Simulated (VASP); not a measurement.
# KCl (Sylvite) (Fm-3m) in VASP: notebook, part 2 of 2

VASP 6.6.1. The steps go on from the part before.

**3. Single point, PBEsol**

This run uses another cell than the first one, of 31.15 Å³/atom, 1.045 times its volume.

Input file INCAR:

```
SYSTEM = KCl
PREC = Accurate
ENCUT = 500
EDIFF = 1E-6
ISMEAR = 0
SIGMA = 0.1
LREAL = .False.
LASPH = .True.
NELM = 120
ALGO = Normal
ISIF = 2
LWAVE = .False.
LCHARG = .False.
GGA = PS
NBANDS = 15
GGA_COMPAT = .False.
```

Input file KPOINTS:

```
regular mesh
0
Gamma
  6 6 6
  0 0 0
```

Input file POSCAR:

```
KCl
1.0
    0.0000000000      3.1464700000      3.1464700000
    3.1464700000      0.0000000000      3.1464700000
    3.1464700000      3.1464700000      0.0000000000
K Cl
1 1
Direct
    0.0000000000      0.0000000000      0.0000000000
    0.5000000000      0.5000000000      0.5000000000
```

Potentials or basis: VASP PAW PBE potentials, release 64 (K_sv, Cl).

The run is started by

```
$ cat potpaw_PBE.64/K_sv/POTCAR potpaw_PBE.64/Cl/POTCAR > POTCAR
$ mpirun -np 1 vasp_std > vasp.out
```

OUTCAR:

```text
SYSTEM = KCl
   PREC = Accurate
   ENCUT = 500
   EDIFF = 1E-6
   ISMEAR = 0
   LREAL = .False.
   LASPH = .True.
   NELM = 120
   ISIF = 2
   GGA = PS

 ion  position               nearest neighbor table
   1  0.000  0.000  0.000-   2 3.15   2 3.15   2 3.15   2 3.15   2 3.15   2 3.15
   2  0.500  0.500  0.500-   1 3.15   1 3.15   1 3.15   1 3.15   1 3.15   1 3.15

  LATTYP: Found a face centered cubic cell.
 ALAT       =     6.2929400000

  Lattice vectors:

 A1 = (   0.0000000000,   3.1464700000,   3.1464700000)
 A2 = (   3.1464700000,   0.0000000000,   3.1464700000)
 A3 = (   3.1464700000,   3.1464700000,   0.0000000000)

Analysis of symmetry for initial positions (statically):
=====================================================================
 Subroutine PRICEL returns:
 Original cell was already a primitive cell.

 Routine SETGRP: Setting up the symmetry group for a
 face centered cubic supercell.

 Subroutine GETGRP returns: Found 48 space group operations
 (whereof 48 operations were pure point group operations)
 out of a pool of 48 trial point group operations.

The static configuration has the point symmetry O_h .

Analysis of symmetry for dynamics (positions and initial velocities):
[... 168 lines left out ...]
     10       6.3892      0.00000
     11       6.3892      0.00000
     12       6.3892      0.00000
     13       7.2747      0.00000
     14       7.2747      0.00000
[... 257 lines left out ...]
      2     -13.9669      2.00000
      3     -12.6019      2.00000
      4     -12.5568      2.00000
      5     -12.4237      2.00000
      6      -2.4935      2.00000
      7      -2.3399      2.00000
      8      -2.2740      2.00000
      9       5.2242      0.00000
     10       6.8922      0.00000
     11       7.0639      0.00000
     12       8.1879      0.00000
     13       8.9913      0.00000
     14       9.7990      0.00000
     15      10.3308      0.00000

------------------------ aborting loop because EDIFF is reached ----------------------------------------

  FORCE on cell =-STRESS in cart. coord.  units (eV):
  Direction    XX          YY          ZZ          XY          YZ          ZX
  --------------------------------------------------------------------------------------
  -------------------------------------------------------------------------------------
  Total       -0.1488878     -0.1488878     -0.1488878     -0.0000000      0.0000000      0.0000000
  in kB       -3.8288550     -3.8288550     -3.8288550     -0.0000000      0.0000000      0.0000000
  external PRESSURE =      -3.8288550 kB  Pullay stress =       0.0000000 kB

 VOLUME and BASIS-vectors are now :
 -----------------------------------------------------------------------------
  energy-cutoff  :      500.00
  volume of cell :       62.30
      direct lattice vectors                 reciprocal lattice vectors
     0.000000000  3.146470000  3.146470000    -0.158908237  0.158908237  0.158908237
     3.146470000  0.000000000  3.146470000     0.158908237 -0.158908237  0.158908237
     3.146470000  3.146470000  0.000000000     0.158908237  0.158908237 -0.158908237

 POSITION                                       TOTAL-FORCE (eV/Angst)
 -----------------------------------------------------------------------------------
      0.00000      0.00000      0.00000         0.000000     -0.000000      0.000000
      3.14647      3.14647      3.14647        -0.000000      0.000000     -0.000000
 -----------------------------------------------------------------------------------
    total drift:                                0.000000     -0.000000     -0.000000

  FREE ENERGIE OF THE ION-ELECTRON SYSTEM (eV)
  ---------------------------------------------------
  free  energy   TOTEN  =        -7.0219760259 eV

  energy  without entropy=       -7.0219760259  energy(sigma->0) =       -7.02197603
```

OSZICAR:

```text
N       E                     dE             d eps       ncg     rms          rms(c)
DAV:   1     0.980604908365E+02    0.98060E+02   -0.68679E+03   480   0.919E+02
DAV:   2    -0.123042394277E+01   -0.99291E+02   -0.90732E+02   650   0.235E+02
DAV:   3    -0.705734861797E+01   -0.58269E+01   -0.57981E+01   613   0.499E+01
DAV:   4    -0.726988912869E+01   -0.21254E+00   -0.21244E+00   764   0.879E+00
DAV:   5    -0.727134444765E+01   -0.14553E-02   -0.14553E-02   648   0.810E-01    0.322E+00
DAV:   6    -0.702462029004E+01    0.24672E+00   -0.35151E-01   585   0.315E+00    0.264E+00
DAV:   7    -0.701086965473E+01    0.13751E-01   -0.79510E-02   634   0.167E+00    0.152E+00
DAV:   8    -0.702090066800E+01   -0.10031E-01   -0.15013E-02   664   0.897E-01    0.196E-01
DAV:   9    -0.702140490969E+01   -0.50424E-03   -0.73921E-04   606   0.170E-01    0.936E-02
DAV:  10    -0.702196590635E+01   -0.56100E-03   -0.56279E-04   529   0.145E-01    0.238E-02
DAV:  11    -0.702197346773E+01   -0.75614E-05   -0.24829E-05   642   0.298E-02    0.173E-02
DAV:  12    -0.702197600207E+01   -0.25343E-05   -0.80975E-06   571   0.152E-02    0.635E-03
DAV:  13    -0.702197602588E+01   -0.23811E-07   -0.66072E-07   424   0.549E-03
   1 F= -.70219760E+01 E0= -.70219760E+01  d E =-.891503E-11
```

stdout:

```text
POSCAR found type information on POSCAR K Cl
 POSCAR found :  2 types and       2 ions
 scaLAPACK will be used
 -----------------------------------------------------------------------------
|                                                                             |
|                                                                             |
|     You enforced a specific xc type in the INCAR file but a different       |
|     I HOPE YOU KNOW WHAT YOU ARE DOING!                                     |
|                                                                             |
 -----------------------------------------------------------------------------

 LDA part: xc-table for (Slater+PW92), standard interpolation
 POSCAR, INCAR and KPOINTS ok, starting setup
 FFT: planning ... GRIDC
 FFT: planning ... GRID_SOFT
 FFT: planning ... GRID
 WAVECAR not read
 entering main loop
```

Wall time 5.3 s (1 thread of Intel Xeon 6975P-C (Granite Rapids), shared host); peak memory 0.17 GiB.

What came out:

- Free energy: -7.0220 eV
- Pressure: -0.4 GPa
- Band gap on the k mesh: 5.02 eV, direct

Caveat: the PAW data sets were made with another functional, which shifts forces and pressure a little.

**4. Comparison with measurements**

Step 3. A measured gap of KCl is 8.68 eV (a printed reference work, monograph); the calculated 5.02 eV misses it by -3.66 eV. The value is that of PBEsol, without temperature or zero-point motion. Semilocal functionals fall short of measured gaps as a rule.
